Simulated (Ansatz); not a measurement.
All numbers below come from Ansatz, DFT PBE, scalar-relativistic, plane waves, PAW. All cells share a 420 eV cutoff and Γ-centred k meshes spaced at most about 0.3 Å⁻¹ (about 0.25 or finer for metals, 2π included). No spin polarisation.

These are static total energies at zero pressure.

Problem. Which of these relaxed structures of Mg₃Sn₃N is the lowest in energy?
A.

```
Mg Sn N
1.0
     3.20634    0.00000    0.00000
     0.00000    3.20634    0.00000
     0.00000    0.00000   14.41204
Mg Sn N
3 3 1
Direct
  0.50000 0.50000 0.14475
  0.50000 0.50000 0.85525
  0.00000 0.00000 0.00000
  0.00000 0.00000 0.70189
  0.00000 0.00000 0.29811
  0.50000 0.50000 0.50000
  0.50000 0.50000 0.00000
```

B.

```
Mg Sn N
1.0
     3.31523    0.00000    0.00000
    -1.65762    2.87108    0.00000
     0.00000    0.00000   15.39197
Mg Sn N
3 3 1
Direct
  0.66667 0.33333 0.40847
  0.33333 0.66667 0.06926
  0.66667 0.33333 0.93560
  0.00000 0.00000 0.57663
  0.00000 0.00000 0.24668
  0.33333 0.66667 0.76027
  0.00000 0.00000 0.00310
```

Solution. B. The other, A, lies 89 meV/atom higher. Forms: B P3m1; A P4/mmm. Counting Mg or Sn atoms around N (for each partner element, those within 1.25 times its shortest distance or 1.15 times the sum of covalent radii, where it is the nearest in units of that sum or under 1.3): B has N 6; A has N 6. Both come from invented guesses.

Cells relaxed within their symmetry can be saddle points. Some structure types and database cells were kept out of the candidates from the start, so a known form may be missing.
